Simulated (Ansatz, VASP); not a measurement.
**One calculation of AsPt, two programs**

```
As Pt
1.0
     4.00539    0.00000    0.00000
    -2.00270    3.46877    0.00000
     0.00000    0.00000    6.79910
As Pt
2 2
Direct
  0.66667 0.33333 0.50310
  0.33333 0.66667 0.00310
  0.66667 0.33333 0.87190
  0.33333 0.66667 0.37190
```

Alike in both runs: task single point; functional PBE; k mesh 6 × 6 × 4; occupations gaussian, width 0.1 eV; no spin polarisation.

|  | VASP | Ansatz |
| --- | --- | --- |
| version | VASP 6.6.1 | Ansatz 0.2.0 |
| potentials or method | VASP PAW PBE potentials, release 64 (As, Pt) | scalar-relativistic, plane waves, PAW |
| plane-wave cutoff (eV) | 520 | 420 |
| valence electrons in the cell | 30 | 66 |

```tsv
	VASP	Ansatz	Ansatz less VASP
gap on the k mesh at the Fermi level (eV)	none	none	-
pressure (GPa)	-5.2	-5.2	0.00
largest component of the traceless stress (GPa)	0.42	0.41	-0.011
rms of the force components (eV/Å)	0.004	0.005	+0.0011
```

Atom by atom the forces differ by 0.001 eV/Å (rms over components). A gap of «none» marks a metal or a gap that the smearing closes. With one functional, cell and mesh, what is left measures potentials, basis and numerics. The two sets of potentials don't hold the same shells in valence.

The runs have no spin-orbit coupling, so splittings on Pt are missing.
